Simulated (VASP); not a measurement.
AlN: single point with PBEsol

Crystal: AlN.

```
Al N
1.0
     0.00000    2.18829    2.18829
     2.18829    0.00000    2.18829
     2.18829    2.18829    0.00000
Al N
1 1
Direct
  0.00000 0.00000 0.00000
  0.25000 0.25000 0.25000
```

Measurements of this composition are mostly on another form, of space group No. 186.

```json
{"Program": "VASP 6.6.1", "Task": "single point", "Functional": "PBEsol", "Potentials or basis": "VASP PAW PBE potentials, release 64 (Al, N)", "Cutoff": "520 eV", "k mesh": "10 × 10 × 10", "Occupations": "gaussian, width 0.5 eV", "Spin": "no spin polarisation"}
```

- Pressure: 0.1 GPa
- Band gap on the k mesh: 3.18 eV, indirect (least direct gap 4.08 eV)

Levels at points of the mesh, in eV from the valence-band top:
```
           k point  band 1  band 2  band 3  band 4  band 5  band 6  band 7  band 8  band 9
(0.00, 0.00, 0.00)  -14.92    0.00    0.00    0.00    4.08   12.41   12.41   12.41   17.54
(0.50, 0.00, 0.00)  -12.86   -5.89   -0.48   -0.48    7.23    9.73   11.00   11.00   17.75
(0.50, 0.50, 0.00)  -12.22   -4.93   -1.78   -1.78    3.18    8.45   13.79   15.55   15.55
```

It took 4.7 s on 1 thread of Intel(R) Xeon(R) Platinum 8488C (Sapphire Rapids), with other jobs on the host, peak memory 0.13 GiB.

Caveat: the PAW data sets were made with another functional, which shifts forces and pressure a little. A k mesh can miss the band edges.
